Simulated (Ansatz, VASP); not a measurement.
# Cross-check of In3GaP4 (random alloy of the zinc-blende GaP-InP line, x = 0.75) between VASP and Ansatz, part 2 of 2

One calculation is typed for both programs; each brings its own data sets. How far apart do they land? Of the first pair: The structure shown is the start of the Ansatz relaxation below; VASP solves that cell, so the two are compared at the walk's first step.

VASP 6.6.1 and Ansatz 0.2.0.

So far: The starting structure; Ansatz: relaxation, RPBE.

### Step 3. VASP: single point, RPBE, start cell, pair 1

Level of this step: RPBE; plane waves and PAW (Ga_d, P, In_d) (VASP).

The same cell, functional and mesh now go to VASP, with its own data sets.

Lines of VASP's logs that name or quote its potential files are left out, and so is its time.

File INCAR:

```
SYSTEM = In3GaP4
PREC = Accurate
ENCUT = 400
EDIFF = 1E-06
NELM = 120
ISMEAR = 0
SIGMA = 0.01
LREAL = Auto
ALGO = Normal
GGA = RP
NBANDS = 336
LORBIT = 11
LWAVE = .FALSE.
LCHARG = .FALSE.
ISIF = 2
LASPH = .TRUE.
GGA_COMPAT = .FALSE.
EFERMI = MIDGAP
NCORE = 2
```

File POSCAR:

```
In3GaP4
1.0
   11.6950000000      0.0000000000      0.0000000000
    0.0000000000     11.6950000000      0.0000000000
    0.0000000000      0.0000000000     11.6950000000
Ga P In
8 32 24
Direct
    0.0027789654      0.9989482685      0.9991021804
    0.2500726806      0.2509961522      0.9981188542
    0.0015391193      0.9988285592      0.4997862334
    0.2480889269      0.0004018811      0.7528430953
    0.9996408722      0.7509961522      0.2514322360
    0.2503377512      0.5001966652      0.7488499359
    0.5009063702      0.5002394186      0.0001282599
    0.4994698589      0.7458401026      0.2517828132
    0.1231722959      0.1264814023      0.1210602822
    0.1245660539      0.3775032065      0.3714835400
    0.3731167165      0.1247114151      0.3735014964
    0.3769559641      0.3765369816      0.1258572039
    0.1234031637      0.1245404019      0.6259085079
    0.1235485250      0.3738520735      0.8749807610
    0.3762719111      0.1246686618      0.8734758444
    0.3739119282      0.3753313382      0.6285934160
    0.1244035913      0.6230525866      0.1244035913
    0.1265925609      0.8754938008      0.3765113296
    0.3744933732      0.6258401026      0.3748696024
    0.3726122274      0.8725267208      0.1241385207
    0.1215391193      0.6244805472      0.6264215477
    0.1246601112      0.8753227875      0.8756990167
    0.3756477127      0.6252073536      0.8769303121
    0.3739119282      0.8757161180      0.6251303976
    0.6261906798      0.1242411287      0.1270884994
    0.6252928602      0.3762719111      0.3733732364
    0.8755365541      0.1264471997      0.3735271484
    0.8722359983      0.3769217614      0.1257032920
    0.6283625481      0.1218212912      0.6271141513
    0.6264814023      0.3746900385      0.8739717828
    0.8739290295      0.1258914066      0.8730397606
    0.8748268491      0.3764942283      0.6262761864
    0.6260624198      0.6254040188      0.1261735785
    0.6287387773      0.8757503206      0.3748268491
    0.8730825139      0.6241214194      0.3732877298
    0.8746985891      0.8766908935      0.1253698162
    0.6265412569      0.6293202223      0.6245660539
    0.6245061992      0.8761607525      0.8744506199
    0.8772124840      0.6248140231      0.8739375802
    0.8748696024      0.8769816161      0.6256263360
    0.0029841813      0.2486960239      0.2505515177
    0.2494484823      0.9993415990      0.2519367251
    0.9988200086      0.2493202223      0.7488157332
    0.2487216759      0.2528858487      0.5000940573
    0.0002137666      0.5010602822      0.0005130398
    0.2487131253      0.5021376657      0.2508764429
    0.2519367251      0.7526036768      0.0037366396
    0.0002736212      0.5014963660      0.5005386917
    0.0003933305      0.7513039761      0.7496194955
    0.2520478837      0.7503206499      0.4993587003
    0.4994100043      0.0000684053      0.9989397178
    0.5006926037      0.2510218042      0.2481316802
    0.7495425395      0.0000598546      0.2476528431
    0.7506028217      0.2477640017      0.9999315947
    0.4999572467      0.9986660966      0.5021804190
    0.5027789654      0.2505771697      0.7479521163
    0.7479008123      0.0009405729      0.7513638307
    0.7513723814      0.2500812313      0.4996836255
    0.7497734074      0.4998033348      0.2500299273
    0.7504318085      0.7494912356      0.0008465156
    0.5037537409      0.4967592988      0.4988884139
    0.5000684053      0.7496109448      0.7522787516
    0.7478238563      0.5005386917      0.7508593416
    0.7509619496      0.7504061565      0.5004788371
```

File KPOINTS:

```
Automatic mesh
0
Gamma
1 1 1
0 0 0
```

The projector-augmented-wave data sets are Ga_d, P and In_d (PBE family, release 64).

Launch:

```console
$ mpirun -np 8 vasp_gam
```

Numbers of over 12 decimals in the logs are rounded to 6 here.

The log of the run:

```text
[banner, memory and clock lines left out]
running    8 mpi-ranks, on    1 nodes
[...]
|                                                                             |
|               ----> ADVICE to this user running VASP <----                  |
|                                                                             |
|     You enforced a specific xc type in the INCAR file but a different       |
|     [... a line on the potential file left out ...]
|     I HOPE YOU KNOW WHAT YOU ARE DOING!                                     |
|                                                                             |

 LDA part: xc-table for (Slater+PW92), standard interpolation
 POSCAR, INCAR and KPOINTS ok, starting setup
[...]
entering main loop
       N       E                     dE             d eps       ncg     rms          rms(c)
DAV:   1     0.894403325961E+04    0.89440E+04   -0.21005E+05   712   0.210E+03
DAV:   2     0.207772799409E+04   -0.68663E+04   -0.66905E+04   672   0.634E+02
DAV:   3     0.996537101370E+02   -0.19781E+04   -0.18636E+04   776   0.276E+02
DAV:   4    -0.231006868930E+03   -0.33066E+03   -0.31016E+03   840   0.105E+02
[...]
DAV:  15    -0.246277057757E+03   -0.23541E-04   -0.12385E-04   824   0.493E-02    0.270E-02
DAV:  16    -0.246277058480E+03   -0.72299E-06   -0.35038E-05   888   0.254E-02    0.148E-02
DAV:  17    -0.246277059320E+03   -0.84049E-06   -0.63759E-06   712   0.137E-02
   1 F= -.24627706E+03 E0= -.24627706E+03  d E =0.000000E+00
```

OUTCAR, selected parts (step 3):

```text
  Total       24.1886677     24.7950237     24.8525394      0.8842221      1.2383115     -0.2532470
  in kB       24.2282392     24.8355872     24.8931969      0.8856687      1.2403373     -0.2536613
  external PRESSURE =      24.6523411 kB  Pullay stress =       0.0000000 kB

 POSITION                                       TOTAL-FORCE (eV/Angst)
 -----------------------------------------------------------------------------------
      0.03250     11.68270     11.68450        -0.253009      0.160392     -0.056616
      2.92460      2.93540     11.67300         0.060519      0.003757     -0.038885
      0.01800     11.68130      5.84500        -0.166614      0.112824      0.059610
      2.90140      0.00470      8.80450         0.043650      0.036500     -0.159482
     11.69080      8.78290      2.94050         0.003538     -0.069116     -0.105736
      2.92770      5.84980      8.75780        -0.119092      0.012362      0.289016
      5.85810      5.85030      0.00150        -0.019784     -0.037161     -0.020677
      5.84130      8.72260      2.94460         0.078062      0.320266     -0.115801
      1.44050      1.47920      1.41580         0.405055     -0.272898     -0.996397
      1.45680      4.41490      4.34450         0.019982     -0.120051      0.469653
      4.36360      1.45850      4.36810         0.322261      0.223338      0.298912
      4.40850      4.40360      1.47190        -0.245819      0.060366     -1.391892
      1.44320      1.45650      7.32000         0.219820     -1.221048     -0.197819
      1.44490      4.37220     10.23290         1.383014      0.117172     -0.050808
[...]
-----------------------------------------------------------------------------------
    total drift:                               -0.008899      0.008392      0.000694

  FREE ENERGIE OF THE ION-ELECTRON SYSTEM (eV)
  ---------------------------------------------------
  free  energy   TOTEN  =      -246.2770593202 eV

  energy  without entropy=     -246.2770593202  energy(sigma->0) =     -246.27705932

[... 2 further parts left out ...]
```

The run ends at a pressure of 2.47 GPa, with forces up to 1.6 eV/Å.

### Step 4. Differences

Known differences besides the potentials themselves: fixed occupations in Ansatz, narrow Gaussian smearing in VASP; the cutoff is 420 eV in Ansatz and 400 eV in VASP (PREC = Accurate, projectors in real space); Ansatz makes its cores anew for this functional, VASP keeps those of its PBE data sets. Total energies have different zeros and are not compared.

Forces on 8 of the 64 atoms, those with the largest forces and the largest differences (eV/Å; atoms numbered as in POSCAR):

```csv
atom,"Ansatz x, y, z","VASP x, y, z"
P12,"-0.249, 0.061, -1.399","-0.246, 0.060, -1.392"
P14,"1.389, 0.119, -0.051","1.383, 0.117, -0.051"
P17,"-0.557, 1.072, 0.703","-0.556, 1.065, 0.699"
P18,"-1.524, -0.130, -0.037","-1.518, -0.129, -0.037"
P20,"1.205, -0.075, 1.135","1.197, -0.077, 1.128"
P31,"0.761, -0.820, 0.828","0.757, -0.815, 0.823"
P33,"-1.440, -0.047, -0.080","-1.434, -0.046, -0.079"
P36,"1.491, -0.175, -0.152","1.484, -0.173, -0.151"
```

The forces differ by 2.7 meV/Å r.m.s., which is 0.6 % of the r.m.s. force of 0.479 eV/Å (both taken over all components).

### Step 5. Ansatz: relaxation, RPBE

This run makes the geometry at which the two programs are then compared. The cell compared in this pair holds 1645.21 Å³, against 1599.56 Å³ for the pair before.

The structure compared here is the end of the Ansatz relaxation.

This is the run of step 2 again, met here at its other cell.

### Step 6. VASP: single point, RPBE, relaxed cell, pair 2

The same cell, functional and mesh now go to VASP, with its own data sets.

Changes to INCAR since step 3:

```diff
@@ -2,3 +2,3 @@
 PREC = Accurate
-ENCUT = 400
+ENCUT = 500
 EDIFF = 1E-06
```

File POSCAR:

```
In3GaP4
1.0
   11.8152720000     -0.0011040000     -0.0004770000
   -0.0011040000     11.8029100000     -0.0018670000
   -0.0004770000     -0.0018670000     11.7974340000
Ga P In
8 32 24
Direct
    0.0062900000      0.0014700000      0.9995000000
    0.2499000000      0.2500000000      0.9939500000
    0.0019600000      0.9966000000      0.4996800000
    0.2448100000      0.0019600000      0.7522800000
    0.0004000000      0.7555100000      0.2496600000
    0.2526400000      0.4974000000      0.7547900000
    0.4938900000      0.4990400000      0.9994400000
    0.4989200000      0.7476500000      0.2472800000
    0.1281600000      0.1265000000      0.1106500000
    0.1274500000      0.3747200000      0.3735300000
    0.3730000000      0.1259600000      0.3736600000
    0.3719700000      0.3737000000      0.1104600000
    0.1245700000      0.1102000000      0.6239300000
    0.1372800000      0.3750600000      0.8750000000
    0.3607600000      0.1238100000      0.8744600000
    0.3676400000      0.3823000000      0.6305100000
    0.1185300000      0.6346400000      0.1320300000
    0.1132800000      0.8750000000      0.3751900000
    0.3796800000      0.6333000000      0.3686700000
    0.3801500000      0.8681000000      0.1316300000
    0.1344700000      0.6182100000      0.6347900000
    0.1272700000      0.8871700000      0.8766300000
    0.3726000000      0.6131900000      0.8766800000
    0.3659300000      0.8822700000      0.6349000000
    0.6261400000      0.1229400000      0.1255700000
    0.6252500000      0.3751700000      0.3752000000
    0.8836500000      0.1169800000      0.3818100000
    0.8759800000      0.3758100000      0.1258600000
    0.6232100000      0.1259000000      0.6278300000
    0.6175600000      0.3812400000      0.8833500000
    0.8828300000      0.1190900000      0.8833500000
    0.8772300000      0.3745900000      0.6279000000
    0.6095300000      0.6245800000      0.1227400000
    0.6174400000      0.8680000000      0.3663200000
    0.8829000000      0.6326300000      0.3663000000
    0.8906900000      0.8762600000      0.1228400000
    0.6262100000      0.6284600000      0.6240200000
    0.6251600000      0.8753200000      0.8752200000
    0.8768300000      0.6269400000      0.8753600000
    0.8822500000      0.8801200000      0.6176000000
    0.0029700000      0.2457800000      0.2479300000
    0.2462800000      0.9984300000      0.2478500000
    0.0061300000      0.2454800000      0.7520300000
    0.2477700000      0.2479400000      0.5040900000
    0.0043400000      0.5010000000      0.0006100000
    0.2517600000      0.5027300000      0.2455400000
    0.2499300000      0.7504200000      0.0007800000
    0.0031900000      0.5024800000      0.5003500000
    0.0050300000      0.7539800000      0.7503400000
    0.2481500000      0.7523000000      0.5014400000
    0.4957600000      0.9998300000      0.0000400000
    0.4979500000      0.2522600000      0.2455900000
    0.7550600000      0.9954500000      0.2498300000
    0.7503400000      0.2501900000      0.0007700000
    0.4971800000      0.9980200000      0.5003200000
    0.4936000000      0.2524700000      0.7543300000
    0.7546400000      0.0001800000      0.7503600000
    0.7526600000      0.2478300000      0.5008000000
    0.7474200000      0.5047600000      0.2475100000
    0.7502100000      0.7505100000      0.0041000000
    0.4981500000      0.5030600000      0.4997600000
    0.4956200000      0.7484900000      0.7526500000
    0.7479300000      0.5007300000      0.7526100000
    0.7523300000      0.7525800000      0.4944000000
```

KPOINTS is that of step 3.

Launch:

```console
$ mpirun -np 8 vasp_gam
```

The log of the run:

```text
[banner, memory and clock lines left out]
running    8 mpi-ranks, on    1 nodes
[...]
[... a notice as in an earlier step ...]

 LDA part: xc-table for (Slater+PW92), standard interpolation
 POSCAR, INCAR and KPOINTS ok, starting setup
[...]
entering main loop
       N       E                     dE             d eps       ncg     rms          rms(c)
DAV:   1     0.973253483511E+04    0.97325E+04   -0.23933E+05   704   0.237E+03
DAV:   2     0.234528895306E+04   -0.73872E+04   -0.71989E+04   672   0.708E+02
DAV:   3     0.146619769975E+03   -0.21987E+04   -0.20865E+04   792   0.299E+02
DAV:   4    -0.224039517266E+03   -0.37066E+03   -0.33925E+03   808   0.114E+02
[...]
DAV:  17    -0.249225658975E+03   -0.55672E-05   -0.17380E-05   584   0.182E-02    0.853E-03
DAV:  18    -0.249225660140E+03   -0.11654E-05   -0.26608E-06   528   0.692E-03    0.795E-03
DAV:  19    -0.249225659881E+03    0.25888E-06   -0.90753E-07   400   0.442E-03
   1 F= -.24922566E+03 E0= -.24922566E+03  d E =0.000000E+00
```

From OUTCAR (step 6):

```text
  Total       -0.4425065     -0.4614279     -0.4570490      0.0121664      0.0508952     -0.0500530
  in kB       -0.4309331     -0.4493596     -0.4450953      0.0118482      0.0495641     -0.0487439
  external PRESSURE =      -0.4417960 kB  Pullay stress =       0.0000000 kB

 POSITION                                       TOTAL-FORCE (eV/Angst)
 -----------------------------------------------------------------------------------
      0.07384      0.01548     11.79153         0.002984     -0.000659     -0.004630
      2.95189      2.94860     11.72547        -0.002066      0.001902     -0.006662
      0.02182     11.76185      5.89308         0.003229     -0.003500     -0.000431
      2.89214      0.02146      8.87485        -0.002037     -0.001857     -0.000844
      0.00377      8.91675      2.94394         0.005316     -0.001584     -0.000975
      2.98410      5.86908      8.90354         0.002604     -0.004507     -0.001004
      5.83442      5.88771     11.78966        -0.002812     -0.000989     -0.003936
      5.89393      8.82343      2.91564        -0.006888      0.002113      0.000570
      1.51405      1.49272      1.30509        -0.002514      0.004162      0.003641
      1.50526      4.42195      4.40594        -0.004101     -0.000408     -0.004075
      4.40678      1.48559      4.40782         0.000848      0.000406     -0.003732
      4.39446      4.41013      1.30227         0.000864     -0.006129      0.006215
      1.47141      1.29938      7.36051        -0.003113      0.002768      0.000774
      1.62117      4.42501     10.32199         0.000655     -0.001928      0.001063
[...]
-----------------------------------------------------------------------------------
    total drift:                                0.009333      0.012360     -0.032122

  FREE ENERGIE OF THE ION-ELECTRON SYSTEM (eV)
  ---------------------------------------------------
  free  energy   TOTEN  =      -249.2256598812 eV

  energy  without entropy=     -249.2256598812  energy(sigma->0) =     -249.22565988

[... 1 part as in an earlier step ...]

[... 1 further part left out ...]
```

The run ends at a pressure of -0.04 GPa, with forces up to 0.019 eV/Å.

### Step 7. Differences

What differs besides the data sets and the points named for the pairs above, as far as they apply: the cutoff is 420 eV in Ansatz and 500 eV in VASP (PREC = Accurate, projectors in real space). Total energies have different zeros and are not compared.

Both answers:

```csv
quantity,Ansatz,VASP,difference
pressure (GPa),0.00,-0.04,+0.05
gap on the k mesh (eV),0.565,0.558,+0.007
```

The largest component of a force difference here is 13 meV/Å. A gap on the mesh is an upper bound, since the band edges may lie between its points.

### Step 8. Summary of results

* r.m.s. force difference (single point, RPBE, start cell, pair 1): 0.56 % of the r.m.s. force
* difference in gap on the k mesh (single point, RPBE, relaxed cell, pair 2): 0.0066 eV

In words: The r.m.s. force difference is 0.56 % of the r.m.s. force (single point, RPBE, start cell, pair 1), within the 3 % picked in this series as the mark of a large difference. How closely two codes agree says nothing of how well the functional describes the real material.

[Lines on the potential files, build, host, timing and source positions are cut from VASP's logs without a mark.]

[Logs are printed without paths, hosts, clocks, repeated set-up lines and the standing remarks that a program may print on its own settings, such as how far it seeks lower states.]

[Hosts, paths, dates, database ids (printed as entryN), source tags and the programs' standing remarks are cut or masked in the printed files.]
